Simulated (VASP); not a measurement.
# C: relaxation of cell and atoms with PBE

The system is C.

```
C
1.0
     0.00000    1.78337    1.78337
     1.78337    0.00000    1.78337
     1.78337    1.78337    0.00000
C
2
Direct
  0.00000 0.00000 0.00000
  0.25000 0.25000 0.25000
```

This isn't the form of C at room conditions, which is graphite.

* Program: VASP 6.6.1
* Task: relaxation of cell and atoms
* Functional: PBE
* Potentials or basis: VASP PAW PBE potentials, release 64 (C)
* Cutoff: 520 eV
* k mesh: 14 × 14 × 14
* Occupations: gaussian, width 0.02 eV
* Spin: no spin polarisation
* Further INCAR settings: ALGO = Fast; EDIFF = 1e-07; IBRION = 2; EDIFFG = -0.002; NSW = 80; ISIF = 3

```
Relaxed volume                         : 5.70 Å³/atom
Relaxed cell                           : a = 2.527 Å, b = 2.527 Å, c = 2.527 Å, α = 60.00°, β = 60.00°, γ = 60.00°
Space group after relaxing (to 0.05 Å) : Fd-3m (No. 227)
Energy gained by relaxing              : 0.2 meV/atom
Ionic steps                            : 3
Pressure after relaxing                : 0.0 GPa
Band gap on the k mesh                 : 4.12 eV, indirect (least direct gap 5.57 eV)
```

The path:
```
step  energy change (eV)  largest force (eV/Å)  pressure (GPa)  volume (Å³)
   1              0.0000                0.0000            2.45        11.34
   2              0.0003                0.0000           -2.96        11.49
   3             -0.0005                0.0000            0.01        11.41
```

Final structure:
```
C
1.0
     0.00000    1.78671    1.78671
     1.78671    0.00000    1.78671
     1.78671    1.78671    0.00000
C
2
Cartesian
  0.0000 0.0000 0.0000
  0.8934 0.8934 0.8934
```

Levels at points of the mesh, in eV from the valence-band top:
| k point | band 1 | band 2 | band 3 | band 4 | band 5 | band 6 | band 7 | band 8 |
| --- | --- | --- | --- | --- | --- | --- | --- | --- |
| (0.00, 0.00, 0.00) | -21.40 | 0.00 | 0.00 | 0.00 | 5.57 | 5.57 | 5.57 | 13.20 |
| (0.50, 0.00, 0.00) | -15.66 | -13.31 | -2.79 | -2.79 | 8.44 | 8.44 | 8.77 | 15.65 |
| (0.50, 0.50, 0.00) | -12.72 | -12.72 | -6.26 | -6.26 | 4.75 | 4.75 | 16.72 | 16.72 |

Wall time 13 s on 1 thread of Intel(R) Xeon(R) Platinum 8488C (Sapphire Rapids) (shared host), peak memory 0.12 GiB.

A k mesh can miss the band edges. PBE usually gives volumes a little too large and moduli too small.
